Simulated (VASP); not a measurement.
## In: equation of state with PBEsol

Crystal: In.

```xyz
2
Lattice="3.3355 0.0000 0.0000 -1.6677 2.8886 0.0000 0.0000 0.0000 5.5091" Properties=species:S:1:pos:R:3 pbc="T T T"
In    1.6677    0.9629    4.1319
In    0.0000    1.9257    1.3773
```

This isn't the form of In at room conditions, which is tetragonal.

| Quantity | Value |
| --- | --- |
| Program | VASP 6.6.1 |
| Task | equation of state |
| Functional | PBEsol |
| Potentials or basis | VASP PAW PBE potentials, release 64 (In_d) |
| Cutoff | 520 eV |
| k mesh | 9 × 9 × 5 |
| Occupations | fermi-dirac, width 0.05 eV |
| Spin | no spin polarisation |
| Ladder | free |
| Further INCAR settings | ALGO = Normal; EDIFF = 1e-07; NBANDS = 20 |

- Equilibrium volume: 25.66 Å³/atom
- Bulk modulus at fixed shape and positions: 44 GPa
- Pressure derivative of the bulk modulus: 6.5

Energy against volume, from the lowest point:
| volume (Å³/atom) | energy (meV/atom) |
| --- | --- |
| 24.948 | 2.70 |
| 25.478 | 0.00 |
| 26.009 | 0.45 |
| 26.540 | 3.65 |
| 27.071 | 9.18 |
| 27.602 | 16.68 |
| 28.133 | 25.86 |

All runs of the series together: 3.6 min on 1 thread of Intel(R) Xeon(R) Platinum 8488C (Sapphire Rapids) (shared host).

Caveat: the cell was scaled at fixed shape and fractional positions, which overstates the stiffness of a crystal with free parameters, most of all of layers and chains; the PAW data sets were made with another functional, which shifts forces and pressure a little.
